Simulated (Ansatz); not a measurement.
Level of theory: DFT PBE, scalar-relativistic, plane waves, PAW (Ansatz 0.2.0). Settings: cutoff 420 eV, Γ-centred meshes spaced at most about 0.3 Å⁻¹, and about 0.25 Å⁻¹ or finer for metals (2π included), Gaussian smearing. No spin polarisation.

Each guess is relaxed in cell and atoms at zero pressure, on a coarse mesh first where it starts far from rest and then on a converged one. The steps can't lower the symmetry of the start, but it can rise. Energies are static (0 K, no zero-point motion).

Two unrelaxed guesses for HgH₃:

Guess 1.

```cif
data_structure
_symmetry_space_group_name_H-M 'P-6m2'
_symmetry_Int_Tables_number 187
_cell_length_a 2.8465
_cell_length_b 2.8465
_cell_length_c 8.9816
_cell_angle_alpha 90.000
_cell_angle_beta 90.000
_cell_angle_gamma 120.000
_cell_volume 63.03
loop_
_atom_site_label
_atom_site_type_symbol
_atom_site_symmetry_multiplicity
_atom_site_Wyckoff_symbol
_atom_site_fract_x
_atom_site_fract_y
_atom_site_fract_z
_atom_site_occupancy
Hg1 Hg 1 a 0.00000 0.00000 0.00000 1
H1 H 1 b 0.00000 0.00000 0.50000 1
H2 H 2 i 0.66667 0.33333 0.25576 1
```

Guess 2.

```cif
data_structure
_symmetry_space_group_name_H-M 'P-6m2'
_symmetry_Int_Tables_number 187
_cell_length_a 3.7204
_cell_length_b 3.7204
_cell_length_c 4.4736
_cell_angle_alpha 90.000
_cell_angle_beta 90.000
_cell_angle_gamma 120.000
_cell_volume 53.62
loop_
_atom_site_label
_atom_site_type_symbol
_atom_site_symmetry_multiplicity
_atom_site_Wyckoff_symbol
_atom_site_fract_x
_atom_site_fract_y
_atom_site_fract_z
_atom_site_occupancy
Hg1 Hg 1 a 0.00000 0.00000 0.00000 1
H1 H 3 k 0.81476 0.18524 0.50000 1
```

Question: Do they relax into the same structure? If not, which is lower?

Answer: No. Guess 1 ends lower, by 0.49 eV/atom. Guess 1: P-6m2 at 15.8 Å³/atom → P-6m2 at 24.2 Å³/atom; Guess 2: P-6m2 at 13.4 Å³/atom → P-6m2 at 10.7 Å³/atom. Counting H atoms around Hg (those within 1.25 times the shortest such distance or 1.15 times the sum of covalent radii; a plus sign parts nearer from farther groups; the shortest distance is added where it is long for a bond), the end of guess 1 has Hg 2 and the end of guess 2 has Hg 6+12 from 3.2 Å. The end of guess 1 holds H–H pairs as short as in free H₂ molecules (shortest 0.75 Å); in the end of guess 2 the shortest H–H distance is 1.29 Å. End of guess 1. Conventional cell: a = 5.399 Å, c = 3.833 Å. Hg has 2 H at 1.92 Å; around H on a site of symmetry -6m2 lie 2 Hg at 1.92 Å; H on a site of symmetry 3m has 1 H at 0.75 Å. End of guess 2. Conventional cell: a = 2.839 Å, c = 6.117 Å. Hg is surrounded by 6 Hg at 2.84 Å and 6 H at 3.19 Å; around H lie 2 H at 1.29 Å, 2 H at 1.55 Å, 4 H at 2.46 Å, 6 H at 2.84 Å and 2 Hg at 3.19 Å (long contacts).

Ends held by symmetry can be saddle points. Neither end is the lowest form computed: that has space group Pm-3m (No. 221) and lies 185 meV/atom below the better end. Even the lowest of the cells shown lies +0.22 eV/atom against the elements. Weakly bound directions are ill-defined at this level, which has no dispersion term (P-6m2 at 24.2 Å³/atom, P-6m2 at 10.7 Å³/atom), and this can change margins and order among such cells. Spin–orbit coupling, which can matter for Hg, is left out. With hydrogen, zero-point motion can shift such differences by 10 meV/atom or more. Some types were kept out of the candidates beforehand, so the set may lack a known form.
